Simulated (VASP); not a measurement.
Input of a VASP 6.6.1 run:

INCAR

```
PREC = Accurate
ENCUT = 520
EDIFF = 1E-7
ISMEAR = 0
SIGMA = 0.01
LREAL = False
LASPH = True
NELM = 100
ALGO = Normal
ISIF = 2
LWAVE = False
LCHARG = False
GGA = PE
NBANDS = 19
```

Contents of KPOINTS:

```
Automatic mesh
0
Gamma
  5 5 5
```

File POSCAR:

```
CaF2
1.0
    0.0000000000      2.7310000000      2.7310000000
    2.7310000000      0.0000000000      2.7310000000
    2.7310000000      2.7310000000      0.0000000000
Ca F
1 2
Direct
    0.0000000000      0.0000000000      0.0000000000
    0.2500000000      0.2500000000      0.2500000000
    0.7500000000      0.7500000000      0.7500000000
```

Potentials or basis: VASP PAW PBE potentials, release 64 (Ca_sv, F).

The run is started by

```sh
$ cat potpaw_PBE.64/Ca_sv/POTCAR potpaw_PBE.64/F/POTCAR > POTCAR
$ mpirun -np 1 vasp_std > vasp.out
```

(1) Predict the band gap on the k mesh.

(2) Estimate the pressure.

Answers

(1) 7.34 eV, indirect (least direct gap 7.53 eV).

(2) 2.5 GPa.

Caveat: an odd mesh through Γ misses points on the zone boundary, where band edges often lie.
